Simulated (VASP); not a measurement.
# ZnCu (Pm-3m) in VASP: further runs

The runs below take ZnCu through single point, with PBE.

Everything below comes from runs of VASP 6.6.1. Logs are shortened: lines on timing, memory, paths and dates and some standing lists are left out, and cuts for length are marked.

**1. The crystal as given**

It takes space group Pm-3m (No. 221, cubic). The conventional cell has a = 2.945 Å, b = 2.945 Å, c = 2.945 Å, α = 90.00°, β = 90.00°, γ = 90.00°. Zn (site symmetry m-3m) is surrounded by 8 Cu at 2.55 Å. Cu (site symmetry m-3m) is surrounded by 8 Zn at 2.55 Å.

**2. Single point, PBE**

INCAR reads:

```
SYSTEM = ZnCu
ALGO = Fast ; EDIFF = 1E-6
ENCUT = 520 ; GGA = PE
ISIF = 2 ; ISMEAR = -1
LASPH = .TRUE. ; LCHARG = .FALSE.
LREAL = .FALSE. ; LWAVE = .FALSE.
NBANDS = 18 ; NELM = 100
PREC = Accurate ; SIGMA = 0.08
```

KPOINTS reads:

```
k-points
0
G
  14 14 14
  0 0 0
```

POSCAR reads:

```
ZnCu
1.0
    2.9450000000      0.0000000000      0.0000000000
    0.0000000000      2.9450000000      0.0000000000
    0.0000000000      0.0000000000      2.9450000000
Zn Cu
1 1
Direct
    0.5000000000      0.5000000000      0.5000000000
    0.0000000000      0.0000000000      0.0000000000
```

Potentials or basis: VASP PAW PBE potentials, release 64 (Zn, Cu).

On the command line:

```sh
> cat potpaw_PBE.64/Zn/POTCAR potpaw_PBE.64/Cu/POTCAR > POTCAR
> mpirun -np 1 vasp_std > vasp.out
```

OUTCAR:

```text
SYSTEM = ZnCu
   EDIFF = 1E-6
   ENCUT = 520
   GGA = PE
   ISIF = 2
   ISMEAR = -1
   LASPH = .TRUE.
   LREAL = .FALSE.
   NELM = 100
   PREC = Accurate

 ion  position               nearest neighbor table
   1  0.500  0.500  0.500-   2 2.55   2 2.55   2 2.55   2 2.55   2 2.55   2 2.55   2 2.55   2 2.55

   2  0.000  0.000  0.000-   1 2.55   1 2.55   1 2.55   1 2.55   1 2.55   1 2.55   1 2.55   1 2.55

  LATTYP: Found a simple cubic cell.
 ALAT       =     2.9450000000

  Lattice vectors:

 A1 = (   2.9450000000,   0.0000000000,   0.0000000000)
 A2 = (   0.0000000000,   2.9450000000,   0.0000000000)
 A3 = (   0.0000000000,   0.0000000000,   2.9450000000)

Analysis of symmetry for initial positions (statically):
=====================================================================
 Subroutine PRICEL returns:
 Original cell was already a primitive cell.

 Routine SETGRP: Setting up the symmetry group for a
 simple cubic supercell.

 Subroutine GETGRP returns: Found 48 space group operations
 (whereof 48 operations were pure point group operations)
 out of a pool of 48 trial point group operations.

The static configuration has the point symmetry O_h .

Analysis of symmetry for dynamics (positions and initial velocities):
=====================================================================
 Subroutine PRICEL returns:
 Original cell was already a primitive cell.

 Routine SETGRP: Setting up the symmetry group for a
 simple cubic supercell.

 Subroutine GETGRP returns: Found 48 space group operations
 (whereof 48 operations were pure point group operations)
 out of a pool of 48 trial point group operations.

The dynamic configuration has the point symmetry O_h .

 Subroutine INISYM returns: Found 48 space group operations
 (whereof 48 operations are pure point group operations),
 and found     1 'primitive' translations

----------------------------------------------------------------------------------------

                                     Primitive cell

  volume of cell :      25.5421

  direct lattice vectors                    reciprocal lattice vectors
     2.945000000  0.000000000  0.000000000     0.339558574  0.000000000  0.000000000
     0.000000000  2.945000000  0.000000000     0.000000000  0.339558574  0.000000000
     0.000000000  0.000000000  2.945000000     0.000000000  0.000000000  0.339558574

  length of vectors
     2.945000000  2.945000000  2.945000000     0.339558574  0.339558574  0.339558574

  position of ions in fractional coordinates (direct lattice)
[... 80 lines left out ...]
   LREAL  =      F    real-space projection
   EDIFFG = 0.1E-04   stopping-criterion for IOM
   NSW    =      0    number of steps for IOM
   IBRION =     -1    ionic relax: 0-MD 1-quasi-New 2-CG
   NFREE  =      0    steps in history (QN), initial steepest desc. (CG)
   ISIF   =      2    stress and relaxation
   ISYM   =      2    0-nonsym 1-usesym 2-fastsym
   POTIM  = 0.5000    time-step for ionic-motion
   TEBEG  =    0.0;   TEEND  =   0.0 temperature during run
   PSTRESS=    0.0 pullay stress
   NELECT =      23.0000    total number of electrons
   NUPDOWN=      -1.0000    fix difference up-down
   EMIN   =  10.00;   EMAX   =-10.00  energy-range for DOS
   EFERMI =   0.00;   METHOD = LEGACY
   ISMEAR =    -1;   SIGMA  =   0.08  broadening in eV -4-tet -1-fermi 0-gaus
   EFERMI_NEDOS =   21; number of points for ismear=-14 and -15
   IALGO  =     68    algorithm
   IMIX   =      4    mixing-type and parameters
     AMIX     =   0.40;   BMIX     =  1.00
     AMIX_MAG =   1.60;   BMIX_MAG =  1.00
  volume/ion in A,a.u.               =      12.77        86.18
  Fermi-wavevector in a.u.,A,eV,Ry     =   1.580880  2.987429 34.003415  2.499180
  Thomas-Fermi vector in A             =   2.681040
   LORBIT       =      0    0 simple, 1 ext, 2 COOP (PROOUT), +10 PAW based schemes
   GGA     = PE    functional components
   LHFCALC =     F    Hartree Fock is set to
   AEXX    =    0.0000 exact exchange contribution
   IVDW    =     0    specifies the selected vdW correction
   LEPSILON=     F    determine dielectric tensor
   LRPA    =     F    only Hartree local field effects (RPA)
 non-spin polarized calculation
 RMM-DIIS sequential band-by-band and
  energy-cutoff  :      520.00
  volume of cell :       25.54
 maximum number of plane-waves:       715
 NGX is ok and might be reduce to    24
   NGX = 11   NGY = 11   NGZ = 11

 number of electron      23.0000000 magnetization

 Free energy of the ion-electron system (eV)
  ---------------------------------------------------
  ext. energy  EPLUGINS =         0.00000000
  ---------------------------------------------------
  free energy    TOTEN  =        -5.01527428 eV

  energy without entropy =       -5.00659674  energy(sigma->0) =       -5.01093551

 E-fermi :   5.5602     XC(G=0): -12.4018

 val. band max:        5.4627065631   @ k =   0.5000   0.5000   0.2143
 cond. band min:       5.5709660804   @ k =   0.4286   0.3571   0.2143
 fundamental gap:      0.1082595173
 Fermi energy:         5.5601721480

 k-point     1 :       0.0000    0.0000    0.0000
  band No.  band energies     occupation
      1      -4.7967      2.00000
      2      -2.3083      2.00000
      3      -2.3083      2.00000
      4      -1.6132      2.00000
      5      -1.6132      2.00000
      6      -1.6132      2.00000
[... 481 lines left out ...]
      5      -1.6643      2.00000
      6      -1.1321      2.00000
[... 10 lines left out ...]
     17      21.3570      0.00000
     18      22.2849      0.00000

 [... further k-points ...]

------------------------ aborting loop because EDIFF is reached ----------------------------------------

  FORCE on cell =-STRESS in cart. coord.  units (eV):
  Direction    XX          YY          ZZ          XY          YZ          ZX
  --------------------------------------------------------------------------------------
  -------------------------------------------------------------------------------------
  Total        0.4860356      0.4860356      0.4860356     -0.0000000     -0.0000000      0.0000000
  in kB       30.4875662     30.4875662     30.4875662     -0.0000000     -0.0000000      0.0000000
  external PRESSURE =      30.4875662 kB  Pullay stress =       0.0000000 kB

 VOLUME and BASIS-vectors are now :
 -----------------------------------------------------------------------------
  energy-cutoff  :      520.00
  volume of cell :       25.54
      direct lattice vectors                 reciprocal lattice vectors
     2.945000000  0.000000000  0.000000000     0.339558574  0.000000000  0.000000000
     0.000000000  2.945000000  0.000000000     0.000000000  0.339558574  0.000000000
     0.000000000  0.000000000  2.945000000     0.000000000  0.000000000  0.339558574

 POSITION                                       TOTAL-FORCE (eV/Angst)
 -----------------------------------------------------------------------------------
      1.47250      1.47250      1.47250         0.000000      0.000000      0.000000
      0.00000      0.00000      0.00000         0.000000      0.000000      0.000000
 -----------------------------------------------------------------------------------
    total drift:                                0.000000      0.000000     -0.000000

  FREE ENERGIE OF THE ION-ELECTRON SYSTEM (eV)
  ---------------------------------------------------
  free  energy   TOTEN  =        -5.0152742764 eV

  energy  without entropy=       -5.0065967399  energy(sigma->0) =       -5.01093551
```

OSZICAR:

```text
N       E                     dE             d eps       ncg     rms          rms(c)
DAV:   1     0.114864926431E+03    0.11486E+03   -0.11292E+04  4720   0.213E+03
DAV:   2    -0.128544478895E+01   -0.11615E+03   -0.11144E+03  4340   0.300E+02
DAV:   3    -0.605891178972E+01   -0.47735E+01   -0.47310E+01  4870   0.757E+01
DAV:   4    -0.609680876099E+01   -0.37897E-01   -0.37882E-01  4950   0.625E+00
DAV:   5    -0.609733557013E+01   -0.52681E-03   -0.52680E-03  4814   0.758E-01    0.952E+00
RMM:   6    -0.593780904682E+01    0.15953E+00   -0.86137E+00  4982   0.462E+01    0.655E+00
RMM:   7    -0.502489208537E+01    0.91292E+00   -0.21745E+00  4874   0.228E+01    0.246E+00
RMM:   8    -0.502027727241E+01    0.46148E-02   -0.24081E-02  5044   0.243E+00    0.109E+00
RMM:   9    -0.501601029459E+01    0.42670E-02   -0.10188E-02  5008   0.161E+00    0.248E-01
RMM:  10    -0.501518242524E+01    0.82787E-03   -0.53161E-03  5159   0.936E-01    0.781E-02
RMM:  11    -0.501524343912E+01   -0.61014E-04   -0.96888E-04  5587   0.390E-01    0.240E-02
RMM:  12    -0.501528221448E+01   -0.38775E-04   -0.30803E-04  5358   0.189E-01    0.415E-02
RMM:  13    -0.501527498432E+01    0.72302E-05   -0.16959E-04  5208   0.198E-01    0.224E-02
RMM:  14    -0.501527238753E+01    0.25968E-05   -0.51214E-05  4888   0.698E-02    0.528E-03
RMM:  15    -0.501527403332E+01   -0.16458E-05   -0.18608E-05  4860   0.380E-02    0.127E-03
RMM:  16    -0.501527427643E+01   -0.24311E-06   -0.20447E-06  3981   0.129E-02
   1 F= -.50152743E+01 E0= -.50109355E+01  d E =-.867754E-02
```

Run time: 21 s. Hardware: 1 thread of Intel Xeon 6975P-C (Granite Rapids), shared host; peak memory 0.18 GiB.

What came out:

```
Free energy            : -5.0153 eV
Pressure               : 3.0 GPa
Band gap on the k mesh : none (metal or under the smearing width)
```

**3. Single point, PBE (volume scaled by 0.98)**

INCAR reads:

```
PREC     = Accurate       # precision mode
ENCUT    = 520            # plane-wave cutoff, eV
EDIFF    = 1E-7           # SCF threshold, eV
ISMEAR   = -1             # smearing method
SIGMA    = 0.08           # smearing width, eV
LREAL    = F              # projectors in reciprocal space
LASPH    = T              # aspherical terms in the spheres
NELM     = 100            # most SCF steps
ALGO     = Fast           # electronic algorithm
ISIF     = 2              # what is computed and relaxed
LWAVE    = F              # write WAVECAR
LCHARG   = F              # write CHGCAR
GGA      = PE             # functional
NBANDS   = 18             # bands
```

KPOINTS reads:

```
regular mesh
0
Gamma
  14 14 14
```

POSCAR reads:

```
ZnCu
1.0
    2.9252343038      0.0000000000      0.0000000000
    0.0000000000      2.9252343038      0.0000000000
    0.0000000000      0.0000000000      2.9252343038
Zn Cu
1 1
Direct
    0.5000000000      0.5000000000      0.5000000000
    0.0000000000      0.0000000000      0.0000000000
```

Potentials or basis: VASP PAW PBE potentials, release 64 (Zn, Cu).

On the command line:

```sh
> cat potpaw_PBE.64/Zn/POTCAR potpaw_PBE.64/Cu/POTCAR > POTCAR
> mpirun -np 1 vasp_std > vasp.out
```

OUTCAR:

```text
PREC = Accurate
   ENCUT = 520
   EDIFF = 1E-7
   ISMEAR = -1
   LREAL = F
   LASPH = T
   NELM = 100
   ISIF = 2
   GGA = PE

 ion  position               nearest neighbor table
   1  0.500  0.500  0.500-   2 2.53   2 2.53   2 2.53   2 2.53   2 2.53   2 2.53   2 2.53   2 2.53

   2  0.000  0.000  0.000-   1 2.53   1 2.53   1 2.53   1 2.53   1 2.53   1 2.53   1 2.53   1 2.53

  LATTYP: Found a simple cubic cell.
 ALAT       =     2.9252343038

  Lattice vectors:

 A1 = (   2.9252343038,   0.0000000000,   0.0000000000)
 A2 = (   0.0000000000,   2.9252343038,   0.0000000000)
 A3 = (   0.0000000000,   0.0000000000,   2.9252343038)

Analysis of symmetry for initial positions (statically):
=====================================================================
 Subroutine PRICEL returns:
 Original cell was already a primitive cell.

 Routine SETGRP: Setting up the symmetry group for a
 simple cubic supercell.

 Subroutine GETGRP returns: Found 48 space group operations
 (whereof 48 operations were pure point group operations)
 out of a pool of 48 trial point group operations.

The static configuration has the point symmetry O_h .

Analysis of symmetry for dynamics (positions and initial velocities):
=====================================================================
 Subroutine PRICEL returns:
 Original cell was already a primitive cell.

 Routine SETGRP: Setting up the symmetry group for a
 simple cubic supercell.

 Subroutine GETGRP returns: Found 48 space group operations
 (whereof 48 operations were pure point group operations)
 out of a pool of 48 trial point group operations.

The dynamic configuration has the point symmetry O_h .

 Subroutine INISYM returns: Found 48 space group operations
 (whereof 48 operations are pure point group operations),
 and found     1 'primitive' translations

----------------------------------------------------------------------------------------
[... 111 lines left out ...]
   IMIX   =      4    mixing-type and parameters
     AMIX     =   0.40;   BMIX     =  1.00
     AMIX_MAG =   1.60;   BMIX_MAG =  1.00
  volume/ion in A,a.u.               =      12.52        84.46
  Fermi-wavevector in a.u.,A,eV,Ry     =   1.591562  3.007615 34.464487  2.533068
  Thomas-Fermi vector in A             =   2.690083
   LORBIT       =      0    0 simple, 1 ext, 2 COOP (PROOUT), +10 PAW based schemes
   GGA     = PE    functional components
   LHFCALC =     F    Hartree Fock is set to
   AEXX    =    0.0000 exact exchange contribution
   IVDW    =     0    specifies the selected vdW correction
   LEPSILON=     F    determine dielectric tensor
   LRPA    =     F    only Hartree local field effects (RPA)
 non-spin polarized calculation
 RMM-DIIS sequential band-by-band and
  energy-cutoff  :      520.00
  volume of cell :       25.03
 maximum number of plane-waves:       695
 NGX is ok and might be reduce to    24
   NGX = 11   NGY = 11   NGZ = 11

 number of electron      22.9999987 magnetization

 Free energy of the ion-electron system (eV)
  ---------------------------------------------------
  ext. energy  EPLUGINS =         0.00000000
  ---------------------------------------------------
  free energy    TOTEN  =        -5.00187126 eV

  energy without entropy =       -4.99340069  energy(sigma->0) =       -4.99763598

 E-fermi :   5.7597     XC(G=0): -12.5153

 val. band max:        5.6458775230   @ k =   0.5000   0.5000   0.2143
 cond. band min:       5.7702659232   @ k =   0.4286   0.3571   0.2143
 fundamental gap:      0.1243884002
 Fermi energy:         5.7596848060

 k-point     1 :       0.0000    0.0000    0.0000
  band No.  band energies     occupation
      1      -4.7595      2.00000
      2      -2.1823      2.00000
      3      -2.1823      2.00000
      4      -1.4531      2.00000
      5      -1.4531      2.00000
      6      -1.4531      2.00000
[... 481 lines left out ...]
      5      -1.5060      2.00000
      6      -0.9998      2.00000
[... 10 lines left out ...]
     17      21.7867      0.00000
     18      22.6806      0.00000

 [... further k-points ...]

------------------------ aborting loop because EDIFF is reached ----------------------------------------

  FORCE on cell =-STRESS in cart. coord.  units (eV):
  Direction    XX          YY          ZZ          XY          YZ          ZX
  --------------------------------------------------------------------------------------
  -------------------------------------------------------------------------------------
  Total        0.8402746      0.8402746      0.8402746     -0.0000000     -0.0000000      0.0000000
  in kB       53.7835946     53.7835946     53.7835946     -0.0000000     -0.0000000      0.0000000
  external PRESSURE =      53.7835946 kB  Pullay stress =       0.0000000 kB

 VOLUME and BASIS-vectors are now :
 -----------------------------------------------------------------------------
  energy-cutoff  :      520.00
  volume of cell :       25.03
      direct lattice vectors                 reciprocal lattice vectors
     2.925234304  0.000000000  0.000000000     0.341852958  0.000000000  0.000000000
     0.000000000  2.925234304  0.000000000     0.000000000  0.341852958  0.000000000
     0.000000000  0.000000000  2.925234304     0.000000000  0.000000000  0.341852958

 POSITION                                       TOTAL-FORCE (eV/Angst)
 -----------------------------------------------------------------------------------
      1.46262      1.46262      1.46262         0.000000      0.000000      0.000000
      0.00000      0.00000      0.00000         0.000000      0.000000      0.000000
 -----------------------------------------------------------------------------------
    total drift:                                0.000000      0.000000     -0.000000

  FREE ENERGIE OF THE ION-ELECTRON SYSTEM (eV)
  ---------------------------------------------------
  free  energy   TOTEN  =        -5.0018712623 eV

  energy  without entropy=       -4.9934006908  energy(sigma->0) =       -4.99763598
```

It took 21 s on 1 thread of Intel Xeon 6975P-C (Granite Rapids), shared host; peak memory 0.18 GiB.

Results:

```
Free energy            : -5.0019 eV
Pressure               : 5.4 GPa
Band gap on the k mesh : none (metal or under the smearing width)
```
